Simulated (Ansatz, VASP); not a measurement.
Na in VASP and in Ansatz

```
Na
1.0
    -2.16917    2.16917    2.16917
     2.16917   -2.16917    2.16917
     2.16917    2.16917   -2.16917
Na
1
Cartesian
  0.0000 0.0000 0.0000
```

Alike in both runs: task single point; functional r2SCAN; k mesh 9 × 9 × 9; occupations fermi-dirac, width 0.05 eV; no spin polarisation.

|  | VASP | Ansatz |
| --- | --- | --- |
| version | VASP 6.6.1 | Ansatz 0.2.0 |
| potentials or method | VASP PAW PBE potentials, release 64 (Na_pv) | Ansatz PAW |
| plane-wave cutoff (eV) | 520 | 500 |
| valence electrons in the cell | 7 | 9 |

```csv
,VASP,Ansatz,Ansatz less VASP
gap on the k mesh at the Fermi level (eV),none,none,-
pressure (GPa),-0.7,-0.5,+0.12
```

A gap of «none» marks a metal or a gap that the smearing closes. The functional is the same, so the differences come from potentials, cutoffs and numerics. The two sets of potentials don't hold the same shells in valence.

Caveats: the PAW data sets were made with another functional, which shifts forces and pressure a little (VASP); the PAW data sets come from PBE, with cores solved anew for the run's functional, which leaves a small shift of forces and pressure (Ansatz).
